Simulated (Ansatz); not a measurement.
Al2Cu (Khatyrkite):

```xyz
6
Lattice="-3.0335 3.0335 2.4385 3.0335 -3.0335 2.4385 3.0335 3.0335 -2.4385" Properties=species:S:1:pos:R:3 pbc="T T T"
Cu    0.0000    0.0000    1.2192
Cu    0.0000    0.0000    3.6578
Al    0.9592    2.0743    0.0000
Al   -0.9592    2.0743    2.4385
Al    2.0743    0.9592    2.4385
Al    3.9927    0.9592    0.0000
```

| Quantity | Value |
| --- | --- |
| Program | Ansatz 0.2.0 |
| Task | single point |
| Functional | PBEsol |
| Potentials or basis | Ansatz PAW |
| Cutoff | 420 eV (not typed: the program's choice for these potentials) |
| k mesh | 7 × 7 × 7 |
| Occupations | fermi-dirac, width 0.05 eV |
| Spin | no spin polarisation |

On this cell: pressure -3.5 GPa; largest force 0.069 eV/Å; band gap on the k mesh none (metal or under the smearing width).

The same run follows on a disturbed copy (atoms moved at random, drawn with an rms of 0.05 Å):

```xyz
6
Lattice="-3.0335 3.0335 2.4385 3.0335 -3.0335 2.4385 3.0335 3.0335 -2.4385" Properties=species:S:1:pos:R:3 pbc="T T T"
Cu   -0.0165    0.0072    1.2431
Cu   -0.0383   -0.0097    3.6074
Al    0.9340    2.0457    0.0486
Al   -0.9042    2.1379    2.4221
Al    2.0531    0.9598    2.3966
Al    4.0425    0.9719    0.0008
```

Problem. What does the disturbed cell give?

Solution. The energy (extrapolated to zero smearing) moves by +9.7 meV/atom; pressure -3.2 GPa; largest force 0.636 eV/Å; band gap on the k mesh none (metal or under the smearing width).

Forces on the atoms (eV/Å):
```
Cu   0.027 -0.177 -0.513
Cu   0.227  0.039  0.593
Al   0.037  0.064 -0.335
Al  -0.344 -0.171  0.050
Al   0.098  0.064  0.247
Al  -0.044  0.181 -0.042
```

Stress tensor (GPa, compression positive):
```
-3.20  0.37  0.34
 0.37 -3.40 -0.27
 0.34 -0.27 -2.92
```

Caveats: the PAW data sets come from PBE, with cores solved anew for the run's functional, which leaves a small shift of forces and pressure.
